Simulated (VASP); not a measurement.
# CuO in VASP: single point with PBEsol

Aim: the single point of CuO with PBEsol.

All numbers are computed with VASP 6.6.1; they aren't measurements. Logs are shortened: lines on timing, memory, paths and dates and some standing lists are left out, and cuts for length are marked.

## Step 1: Starting point

The cell holds a slab with vacuum, 24 atoms: a = 2.897 Å, b = 6.552 Å, c = 28.856 Å, α = 90.00°, β = 90.00°, γ = 116.44°.

## Step 2: Single point, PBEsol

INCAR

```
PREC     = Accurate       # precision mode
ENCUT    = 520            # plane-wave cutoff, eV
EDIFF    = 1E-6           # SCF threshold, eV
ISMEAR   = 1              # smearing method
SIGMA    = 0.1            # smearing width, eV
LREAL    = Auto         
LASPH    = T              # aspherical terms in the spheres
NELM     = 80             # most SCF steps
ALGO     = Normal         # electronic algorithm
ISIF     = 2              # what is computed and relaxed
LWAVE    = F              # write WAVECAR
LCHARG   = F              # write CHGCAR
LDIPOL   = T            
IDIPOL   = 3            
DIPOL    = 0.5 0.5 0.500
GGA      = PS             # functional
NBANDS   = 120            # bands
LVHAR    = T            
LVACPOTAV= T            
ICORELEVEL= 1            
LUSENCCL = F
```

KPOINTS

```
Automatic mesh
0
Gamma
  15 7 1
```

POSCAR

```
CuO
1.0
    2.8972471000      0.0000000000      0.0000000000
   -2.9178667700      5.8665739500      0.0000000000
    0.0000000000      0.0000000000     28.8563343400
O Cu
12 12
Direct
    0.9517869200      0.4451752100      0.2599082700
    0.3326387500      0.8232013900      0.3035732200
    0.7132621400      0.2013007400      0.3472119700
    0.0941139800      0.5793269300      0.3908769200
    0.4747373700      0.9574262800      0.4345156800
    0.8555892000      0.3354524600      0.4781806200
    0.2362125900      0.7135518100      0.5218193800
    0.6170644200      0.0915780000      0.5654843200
    0.9976878100      0.4696773500      0.6091230800
    0.3785396500      0.8477035300      0.6527880300
    0.7591630400      0.2258028800      0.6964267800
    0.1400148700      0.6038290700      0.7400917300
    0.6422128400      0.6341883000      0.2817407500
    0.6422128400      0.1341883000      0.2817407500
    0.4036880600      0.3903138400      0.3690444500
    0.4036880600      0.8903138400      0.3690444500
    0.1651632800      0.1464393700      0.4563481500
    0.1651632800      0.6464393700      0.4563481500
    0.9266385100      0.9025649000      0.5436518500
    0.9266385100      0.4025649000      0.5436518500
    0.6881137300      0.6586904400      0.6309555500
    0.6881137300      0.1586904400      0.6309555500
    0.4495889500      0.4148159700      0.7182592500
    0.4495889500      0.9148159700      0.7182592500
```

Potentials or basis: VASP PAW PBE potentials, release 64 (O, Cu).

Launch:

```bash
$ cat potpaw_PBE.64/O/POTCAR potpaw_PBE.64/Cu/POTCAR > POTCAR
$ mpirun -np 1 vasp_std > vasp.out
```

OUTCAR:

```text
PREC = Accurate
   ENCUT = 520
   EDIFF = 1E-6
   ISMEAR = 1
   LREAL = Auto
   LASPH = T
   NELM = 80
   ISIF = 2
   GGA = PS

 ion  position               nearest neighbor table
   1  0.952  0.445  0.260-  13 1.93  13 1.93  14 1.93
   2  0.333  0.823  0.304-  13 1.93  16 1.93  13 1.93  14 1.93
   3  0.713  0.201  0.347-  14 1.93  15 1.93  16 1.93  15 1.93
   4  0.094  0.579  0.391-  15 1.93  18 1.93  15 1.93  16 1.93
   5  0.475  0.957  0.435-  17 1.93  16 1.93  17 1.93  18 1.93
   6  0.856  0.335  0.478-  17 1.93  20 1.93  17 1.93  18 1.93
   7  0.236  0.714  0.522-  19 1.93  18 1.93  19 1.93  20 1.93
   8  0.617  0.092  0.565-  19 1.93  22 1.93  20 1.93  19 1.93
   9  0.998  0.470  0.609-  21 1.93  20 1.93  21 1.93  22 1.93
  10  0.379  0.848  0.653-  24 1.93  21 1.93  21 1.93  22 1.93
  11  0.759  0.226  0.696-  23 1.93  22 1.93  23 1.93  24 1.93
  12  0.140  0.604  0.740-  23 1.93  24 1.93  23 1.93
  13  0.642  0.634  0.282-   2 1.93   1 1.93   2 1.93   1 1.93
  14  0.642  0.134  0.282-   3 1.93   2 1.93   1 1.93
  15  0.404  0.390  0.369-   4 1.93   3 1.93   4 1.93   3 1.93
  16  0.404  0.890  0.369-   5 1.93   2 1.93   4 1.93   3 1.93
  17  0.165  0.146  0.456-   6 1.93   5 1.93   5 1.93   6 1.93
  18  0.165  0.646  0.456-   4 1.93   7 1.93   5 1.93   6 1.93
  19  0.927  0.903  0.544-   7 1.93   8 1.93   8 1.93   7 1.93
  20  0.927  0.403  0.544-   6 1.93   9 1.93   8 1.93   7 1.93
  21  0.688  0.659  0.631-   9 1.93  10 1.93   9 1.93  10 1.93
  22  0.688  0.159  0.631-   8 1.93  11 1.93   9 1.93  10 1.93
  23  0.450  0.415  0.718-  11 1.93  12 1.93  11 1.93  12 1.93
  24  0.450  0.915  0.718-  10 1.93  11 1.93  12 1.93

  LATTYP: Found a simple monoclinic cell.
 ALAT       =     2.8972471000
 B/A-ratio  =     9.9599148240
 C/A-ratio  =     2.0248912102
 COS(beta)  =    -0.0035147503

  Lattice vectors:

 A1 = (   2.8972471000,   0.0000000000,   0.0000000000)
 A2 = (   0.0000000000,   0.0000000000, -28.8563343400)
 A3 = (  -0.0206196700,   5.8665739500,   0.0000000000)

Analysis of symmetry for initial positions (statically):
=====================================================================
 Subroutine PRICEL returns:
 Original cell was already a primitive cell.

 Routine SETGRP: Setting up the symmetry group for a
 simple monoclinic supercell.

 Subroutine GETGRP returns: Found  2 space group operations
 (whereof  1 operations were pure point group operations)
 out of a pool of  4 trial point group operations.

The static configuration has the point symmetry C_1 .
 The point group associated with its full space group is S_2 .

Analysis of symmetry for dynamics (positions and initial velocities):
=====================================================================
 Subroutine PRICEL returns:
 Original cell was already a primitive cell.

 Routine SETGRP: Setting up the symmetry group for a
 simple monoclinic supercell.

 Subroutine GETGRP returns: Found  2 space group operations
 (whereof  1 operations were pure point group operations)
 out of a pool of  4 trial point group operations.

The dynamic configuration has the point symmetry C_1 .
 The point group associated with its full space group is S_2 .

 Subroutine INISYM returns: Found  2 space group operations
 (whereof  1 operations are pure point group operations),
 and found     1 'primitive' translations

----------------------------------------------------------------------------------------

                                     Primitive cell

  volume of cell :     490.4686

  direct lattice vectors                    reciprocal lattice vectors
     2.897247100  0.000000000  0.000000000     0.345155234  0.171670381 -0.000000000
    -2.917866770  5.866573950  0.000000000     0.000000000  0.170457239  0.000000000
     0.000000000  0.000000000 28.856334340     0.000000000 -0.000000000  0.034654436

  length of vectors
     2.897247100  6.552147465 28.856334340     0.385490409  0.170457239  0.034654436

  position of ions in fractional coordinates (direct lattice)
     0.951786920  0.445175210  0.259908270
     0.332638750  0.823201390  0.303573220
     0.713262140  0.201300740  0.347211970
     0.094113980  0.579326930  0.390876920
     0.474737370  0.957426280  0.434515680
     0.855589200  0.335452460  0.478180620
[... 16 lines left out ...]
     0.449588950  0.414815970  0.718259250
     0.449588950  0.914815970  0.718259250

[... 43 lines left out ...]
     0.025699361  0.024351034  0.034654436

  Shift w.r.t. Gamma in fractional coordinates (k-lattice)
     0.000000000  0.000000000  0.000000000

 Subroutine IBZKPT returns following result:
 ===========================================

 Found     53 irreducible k-points:

 Following reciprocal coordinates:
            Coordinates               Weight
  0.000000  0.000000  0.000000      1.000000
  0.066667  0.000000  0.000000      2.000000
  0.133333  0.000000  0.000000      2.000000
  0.200000  0.000000  0.000000      2.000000
  0.266667  0.000000  0.000000      2.000000
  0.333333  0.000000  0.000000      2.000000
[... 16 lines left out ...]
 -0.066667  0.142857  0.000000      2.000000
  0.000000  0.285714  0.000000      2.000000
 [... further k-points ...]
   k-points           NKPTS =     53   k-points in BZ     NKDIM =     53   number of bands    NBANDS=    120
   number of dos      NEDOS =    301   number of ions     NIONS =     24
   total plane-waves  NPLWV = 259200
   dimension x,y,z NGX =    24 NGY =   50 NGZ =  216
   dimension x,y,z NGXF=    48 NGYF=  100 NGZF=  432
   ions per type =              12  12
   NGX,Y,Z   is equivalent  to a cutoff of  13.77, 12.69, 12.44 a.u.
   NGXF,Y,Z  is equivalent  to a cutoff of  27.54, 25.37, 24.89 a.u.
 SYSTEM =  unknown system
   PREC   = accura    normal or accurate (medium, high low for compatibility)
   ISTART =      0    job   : 0-new  1-cont  2-samecut
   ICHARG =      2    charge: 1-file 2-atom 10-const
   ISPIN  =      1    spin polarized calculation?
   LNONCOLLINEAR =      F non collinear calculations
   LSORBIT =      F    spin-orbit coupling
   LASPH  =      T    aspherical Exc in radial PAW
   ENCUT  =  520.0 eV  38.22 Ry    6.18 a.u.   5.39 12.18 53.65*2*pi/ulx,y,z
   NELM   =     80;   NELMIN=  2; NELMDL= -5     # of ELM steps
   EDIFF  = 0.1E-05   stopping-criterion for ELM
   LREAL  =      T    real-space projection
   EDIFFG = 0.1E-04   stopping-criterion for IOM
   NSW    =      0    number of steps for IOM
[... 5 lines left out ...]
   TEBEG  =    0.0;   TEEND  =   0.0 temperature during run
   PSTRESS=    0.0 pullay stress
   NELECT =     204.0000    total number of electrons
   NUPDOWN=      -1.0000    fix difference up-down
   EMIN   =  10.00;   EMAX   =-10.00  energy-range for DOS
   EFERMI =   0.00;   METHOD = LEGACY
   ISMEAR =     1;   SIGMA  =   0.10  broadening in eV -4-tet -1-fermi 0-gaus
   EFERMI_NEDOS =   21; number of points for ismear=-14 and -15
   IALGO  =     38    algorithm
   IMIX   =      4    mixing-type and parameters
     AMIX     =   0.40;   BMIX     =  1.00
     AMIX_MAG =   1.60;   BMIX_MAG =  1.00
  volume/ion in A,a.u.               =      20.44       137.91
  Fermi-wavevector in a.u.,A,eV,Ry     =   1.222028  2.309298 20.318292  1.493352
  Thomas-Fermi vector in A             =   2.357189
   LORBIT       =      0    0 simple, 1 ext, 2 COOP (PROOUT), +10 PAW based schemes
   GGA     = PS    functional components
   LHFCALC =     F    Hartree Fock is set to
   AEXX    =    0.0000 exact exchange contribution
   IVDW    =     0    specifies the selected vdW correction
   LEPSILON=     F    determine dielectric tensor
   LRPA    =     F    only Hartree local field effects (RPA)
 non-spin polarized calculation
 Methfessel and Paxton  Order N= 1 SIGMA  =   0.10
  energy-cutoff  :      520.00
  volume of cell :      490.47
 maximum number of plane-waves:     13280
 NGX is ok and might be reduce to    24
   NGX = 11   NGY = 25   NGZ =107

 dipolmoment           0.000000      0.000000      0.000000 electrons x Angstroem

 number of electron     203.9999977 magnetization

 dipolmoment           0.000000      0.000000     -0.000009 electrons x Angstroem

 Free energy of the ion-electron system (eV)
  ---------------------------------------------------
  ext. energy  EPLUGINS =         0.00000000
  ---------------------------------------------------
  free energy    TOTEN  =      -126.88634701 eV

  energy without entropy =     -126.88672258  energy(sigma->0) =     -126.88647220

 the core state eigenenergies are
   1-  1s   -506.3580
   2-  1s   -507.2608
   3-  1s   -507.0951
   4-  1s   -507.2121
   5-  1s   -507.2104
   6-  1s   -507.2208
   7-  1s   -507.2208
   8-  1s   -507.2105
   9-  1s   -507.2121
  10-  1s   -507.0952
  11-  1s   -507.2609
  12-  1s   -506.3581
  13-  1s  -8849.2228  2s  -1061.5134  2p   -915.9776  3s   -112.9729  3p    -70.3164
[... 19 lines left out ...]
  23-  1s  -8849.2228  2s  -1061.5135  2p   -915.9776  3s   -112.9730  3p    -70.3165

  24-  1s  -8848.3148  2s  -1060.5654  2p   -915.0298  3s   -112.2789  3p    -69.6475

 E-fermi :  -0.0011     XC(G=0):  -6.6478

 val. band max:       -0.0020176526   @ k =  -0.2000   0.1429   0.0000
 cond. band min:       0.0039435307   @ k =   0.4667   0.1429   0.0000
 fundamental gap:      0.0059611832
 Fermi energy:        -0.0010584186

 k-point     1 :       0.0000    0.0000    0.0000
  band No.  band energies     occupation
      1     -19.9847      2.00000
      2     -19.7894      2.00000
      3     -19.5469      2.00000
      4     -19.3136      2.00000
      5     -19.1024      2.00000
      6     -19.0653      2.00000
[... 2797 lines left out ...]
    113       3.9924      0.00000
    114       4.2653      0.00000

 [... further k-points ...]

 [bands above 114 left out]

------------------------ aborting loop because EDIFF is reached ----------------------------------------

  FORCE on cell =-STRESS in cart. coord.  units (eV):
  Direction    XX          YY          ZZ          XY          YZ          ZX
  --------------------------------------------------------------------------------------
  -------------------------------------------------------------------------------------
  Total       -6.6561375    -10.2662132      1.3968711      0.0652958      1.0169892     -0.0490005
  in kB      -21.7431079    -33.5358729      4.5630547      0.2132970      3.3221228     -0.1600662
  external PRESSURE =     -16.9053087 kB  Pullay stress =       0.0000000 kB

 VOLUME and BASIS-vectors are now :
 -----------------------------------------------------------------------------
  energy-cutoff  :      520.00
  volume of cell :      490.47
      direct lattice vectors                 reciprocal lattice vectors
     2.897247100  0.000000000  0.000000000     0.345155234  0.171670381 -0.000000000
    -2.917866770  5.866573950  0.000000000     0.000000000  0.170457239  0.000000000
     0.000000000  0.000000000 28.856334340     0.000000000 -0.000000000  0.034654436

 POSITION                                       TOTAL-FORCE (eV/Angst)
 -----------------------------------------------------------------------------------
      1.45860      2.61165      7.50000         0.008346     -0.271558      0.676551
     -1.43826      4.82937      8.76001        -0.006330      0.245308     -0.583578
      1.47913      1.18095     10.01926         0.007437      0.179097      0.819203
     -1.41773      3.39866     11.27928        -0.000625      0.042054     -0.055124
     -1.41821      5.61681     12.53853         0.002106     -0.037486     -0.028659
      1.50005      1.96796     13.79854        -0.002950      0.004395      0.005430
[... 16 lines left out ...]
      0.09219      2.43355     20.72633        -0.000764      1.064677      0.425483
     -1.36674      5.36684     20.72633         0.005266     -0.931702      0.507399
 -----------------------------------------------------------------------------------
    total drift:                               -0.000135      0.000112     -0.001202

  FREE ENERGIE OF THE ION-ELECTRON SYSTEM (eV)
  ---------------------------------------------------
  free  energy   TOTEN  =      -126.8863470090 eV

  energy  without entropy=     -126.8867225820  energy(sigma->0) =     -126.88647220

 vacuum level on the upper side and lower side of the slab         5.597         5.597
```

It took 41 min on 1 × NVIDIA H100 80GB with 1 thread of AMD EPYC 7R13 (Zen 3), shared host; peak memory 2.7 GiB.

Results:

```
Free energy                     : -126.8863 eV
Largest force                   : 1.147 eV/Å
Band gap on the k mesh          : none (metal or under the smearing width)
Work function of the upper face : 5.60 eV
Work function of the lower face : 5.60 eV
```

Forces in eV/Å, atoms in the order of the input:
```
O    0.008 -0.272  0.677
O   -0.006  0.245 -0.584
O    0.007  0.179  0.819
O   -0.001  0.042 -0.055
O    0.002 -0.037 -0.029
O   -0.003  0.004  0.005
O    0.003 -0.004 -0.005
O   -0.002  0.037  0.029
O    0.001 -0.042  0.055
O   -0.007 -0.179 -0.819
O    0.006 -0.245  0.584
O   -0.008  0.272 -0.677
Cu   0.001 -1.065 -0.425
Cu  -0.005  0.932 -0.507
Cu  -0.002 -0.195  0.079
Cu  -0.001  0.200 -0.050
Cu   0.000 -0.007  0.026
Cu   0.000 -0.044  0.062
Cu   0.000  0.007 -0.026
Cu   0.000  0.044 -0.062
Cu   0.002  0.195 -0.079
Cu   0.001 -0.200  0.050
Cu  -0.001  1.065  0.425
Cu   0.005 -0.932  0.507
```

Levels at points of the mesh, in eV from the Fermi level:
```
           k point  band 99  band 100  band 101  band 102  band 103  band 104  band 105  band 106
(0.00, 0.00, 0.00)    -0.28     -0.23      0.12      0.48      0.55      0.55      0.65      0.65
```

Core levels (eV, on the scale of the bands):
| atom | levels |
| --- | --- |
| 1 O | 1s -506.4 |
| 2 O | 1s -507.3 |
| 3 O | 1s -507.1 |
| 4 O | 1s -507.2 |
| 5 O | 1s -507.2 |
| 6 O | 1s -507.2 |

Caveat: the PAW data sets were made with another functional, which shifts forces and pressure a little; the run has no spin polarisation, though such a crystal can be magnetic; semilocal functionals often make such compounds metallic where correlation or magnetic order opens a gap, which also shifts bond lengths.
